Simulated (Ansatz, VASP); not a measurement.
One calculation of Ti, two programs

```xyz
1
Lattice="-1.6410 1.6410 1.6410 1.6410 -1.6410 1.6410 1.6410 1.6410 -1.6410" Properties=species:S:1:pos:R:3 pbc="T T T"
Ti    0.0000    0.0000    0.0000
```

Alike in both runs: task single point; functional PBE; k mesh 14 × 14 × 14; occupations fermi-dirac, width 0.15 eV; no spin polarisation.

|  | VASP | Ansatz |
| --- | --- | --- |
| version | VASP 6.6.1 | Ansatz 0.2.0 |
| potentials or method | VASP PAW PBE potentials, release 64 (Ti_sv), cutoff 520 eV | all-electron LAPW, scalar-relativistic |

```tsv
	VASP	Ansatz	Ansatz less VASP
pressure (GPa)	-1.8	-1.5	+0.21
```

Ansatz ran all-electron here, so the differences hold the error of VASP's frozen core and of both bases.
